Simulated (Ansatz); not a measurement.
# Tl under changes of volume

One of the cells (28.575 Å³/atom); the others are scaled copies at fixed shape and fractional positions:

```
Tl
1.0
     3.45600    0.00000    0.00000
    -1.72800    2.99298    0.00000
     0.00000    0.00000    5.52500
Tl
2
Direct
  0.66667 0.33333 0.75000
  0.33333 0.66667 0.25000
```

- Program: Ansatz 0.2.0
- Functional: PBEsol
- Potentials or basis: Ansatz PAW
- Cutoff: 420 eV (not typed: the program's choice for these potentials)
- k mesh: 9 × 9 × 5
- Occupations: fermi-dirac, width 0.05 eV
- Spin: no spin polarisation

```tsv
volume (Å³/atom)	energy over the lowest point (meV/atom)	pressure (GPa)
26.860	?	?
27.432	7.47	1.9
28.003	2.22	1.0
28.575	0.00	0.2
29.146	0.44	-0.5
29.718	3.24	-1.1
30.289	8.10	-1.6
```

**Question.** What does the run at 26.860 Å³/atom give?

**Answer.** Energy over the lowest point 16.14 meV/atom; pressure 2.9 GPa.

Worked out: A Birch-Murnaghan fit of order 3 (a polynomial in V^(-2/3)) to the other rows has its minimum at 28.76 Å³/atom with B0 = V·E''(V) = 36 GPa and B' = 5.4 at fixed shape and positions, which overstates the stiffness. It gives 16.17 meV/atom at 26.860 Å³/atom, against the run's 16.14, and -dE/dV = 3.0 GPa, against 2.9.

Energies are extrapolated to zero smearing.

Caveats: the PAW data sets come from PBE, with cores solved anew for the run's functional, which leaves a small shift of forces and pressure.
